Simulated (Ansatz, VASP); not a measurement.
Hf in VASP and in Ansatz

```
Hf
1.0
     1.59140   -5.41881    0.00000
     1.59140    5.41881    0.00000
     0.00000    0.00000    5.35693
Hf
4
Direct
  0.13549 0.86451 0.99996
  0.63549 0.36451 0.50004
  0.86451 0.13549 0.00004
  0.36451 0.63549 0.49996
```

Alike in both runs: functional PBE; k mesh 6 × 6 × 4; occupations gaussian, width 0.1 eV; no spin polarisation.

Ansatz relaxed the structure, and its values are those at the end. VASP's run is a single point on that final structure, the one shown.

```csv
,VASP,Ansatz
version,VASP 6.6.1,Ansatz 0.2.0
potentials or method,"VASP PAW PBE potentials, release 64 (Hf_pv)","scalar-relativistic, plane waves, PAW"
plane-wave cutoff (eV),520,420
valence electrons in the cell,40,104
```

Ansatz gave:

| Quantity | Value |
| --- | --- |
| gap on the k mesh at the Fermi level (eV) | none |
| pressure (GPa) | 0.0 |
| rms of the force components (eV/Å) | 0.004 |

Estimate VASP's values.

gap on the k mesh at the Fermi level (eV): none; pressure (GPa): -0.4; rms of the force components (eV/Å): 0.009.

A gap of «none» marks a metal or a gap that the smearing closes. The two sets of potentials don't hold the same shells in valence.

The runs have no spin-orbit coupling, so splittings on Hf are missing.
